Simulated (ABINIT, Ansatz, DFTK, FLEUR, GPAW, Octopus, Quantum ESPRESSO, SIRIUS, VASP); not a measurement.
Fe: 10 runs at one level of theory

```xyz
1
Lattice="-1.4430 1.4430 1.4430 1.4430 -1.4430 1.4430 1.4430 1.4430 -1.4430" Properties=species:S:1:pos:R:3 pbc="T T T"
Fe    0.0000    0.0000    0.0000
```

Alike in all runs: task single point; functional PBEsol; k mesh 13 × 13 × 13; occupations fermi-dirac, width 0.05 eV; collinear spin, ferromagnetic start; no spin-orbit coupling. Pressure is positive in compression and, in plane waves, holds the error of the finite cutoff, which Ansatz's Pulay term estimates and takes out.

```json
{"program and potentials": "Ansatz, Ansatz PAW", "plane-wave cutoff (eV)": "420", "notes": "potentials made for PBE, which Ansatz adapts in part; 16 valence electrons an atom on average; Pulay term of +0.09 GPa included", "pressure (GPa)": "-17.94", "net moment per atom (μB)": "2.26"}
{"program and potentials": "Quantum ESPRESSO, GBRV 1.5 PBEsol", "plane-wave cutoff (eV)": "762", "notes": "16 valence electrons an atom on average", "pressure (GPa)": "-15.63", "net moment per atom (μB)": "2.38"}
{"program and potentials": "SIRIUS, PseudoDojo 0.4.1 PBEsol standard (scalar relativistic)", "plane-wave cutoff (eV)": "1228", "notes": "16 valence electrons an atom on average", "pressure (GPa)": "-15.60", "net moment per atom (μB)": "2.38"}
{"program and potentials": "ABINIT, PseudoDojo NC SR PBEsol v0.4.1 standard", "plane-wave cutoff (eV)": "1225", "notes": "16 valence electrons an atom on average", "pressure (GPa)": "-15.62", "net moment per atom (μB)": "2.38"}
{"program and potentials": "GPAW, PAW data sets generated for this functional", "plane-wave cutoff (eV)": "600", "notes": "8 valence electrons an atom on average", "pressure (GPa)": "-15.96", "net moment per atom (μB)": "2.26"}
{"program and potentials": "FLEUR, all-electron, FLAPW", "plane-wave cutoff (eV)": "-", "notes": "-", "pressure (GPa)": "-", "net moment per atom (μB)": "2.26"}
{"program and potentials": "Ansatz, all-electron LAPW, scalar-relativistic", "plane-wave cutoff (eV)": "-", "notes": "-", "pressure (GPa)": "-18.10", "net moment per atom (μB)": "2.25"}
{"program and potentials": "Octopus, pseudodojo_pbesol (PseudoDojo 0.4, PBEsol)", "plane-wave cutoff (eV)": "-", "notes": "16 valence electrons an atom on average", "pressure (GPa)": "-", "net moment per atom (μB)": "2.38"}
{"program and potentials": "DFTK, PseudoDojo SR PBEsol 0.4.1 standard (PBEsol)", "plane-wave cutoff (eV)": "1225", "notes": "16 valence electrons an atom on average", "pressure (GPa)": "-15.62", "net moment per atom (μB)": "2.38"}
{"program and potentials": "VASP, PBE PAW files Fe, 520 eV", "plane-wave cutoff (eV)": "520", "notes": "potentials made for PBE; 8 valence electrons an atom on average", "pressure (GPa)": "-17.37", "net moment per atom (μB)": "2.29"}
```

The pressure spans -18.10 (Ansatz, all-electron LAPW, scalar-relativistic) to -15.60 GPa (SIRIUS, PseudoDojo 0.4.1 PBEsol standard (scalar relativistic)), with all-electron results at -18.10. The net moment per atom spans 2.25 (Ansatz, all-electron LAPW, scalar-relativistic) to 2.38 μB (ABINIT, PseudoDojo NC SR PBEsol v0.4.1 standard), with all-electron results at 2.25 to 2.26. The cell lies far from this level's equilibrium. The state is the one that the start led to, which needn't be the lowest.

The functional is the same throughout but for its coding, so the spread measures potentials, basis and numerics; runs on potential files found faulty are left out.
